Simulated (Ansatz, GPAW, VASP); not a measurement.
**Al: 3 runs at one level of theory**

```
Al
1.0
    -1.59122    1.59122    1.59122
     1.59122   -1.59122    1.59122
     1.59122    1.59122   -1.59122
Al
1
Direct
  0.00000 0.00000 0.00000
```

This isn't the form of Al at room conditions, which is fcc.

Alike in all runs: task single point; functional LDA; k mesh 12 × 12 × 12; occupations gaussian, width 0.02 eV; no spin polarisation; no spin-orbit coupling. LDA stands for any of its common fits. Pressure is positive in compression and, in plane waves, holds the error of the finite cutoff.

| program and potentials | plane-wave cutoff (eV) | notes | band gap (eV) | pressure (GPa) |
| --- | --- | --- | --- | --- |
| Ansatz, all-electron LAPW, scalar-relativistic | - | - | no gap | 0.50 |
| VASP, LDA PAW files Al, 520 eV | 520 | - | ? | ? |
| GPAW, the program's PAW data sets (release 1.2.1) made for this functional | 600 | - | no gap | 0.67 |

Q: Estimate from the other rows what the run with VASP, LDA PAW files Al, 520 eV gave.

A: No band gap; pressure 0.56 GPa. The other rows, which needn't bracket it: pressure 0.50 to 0.67.
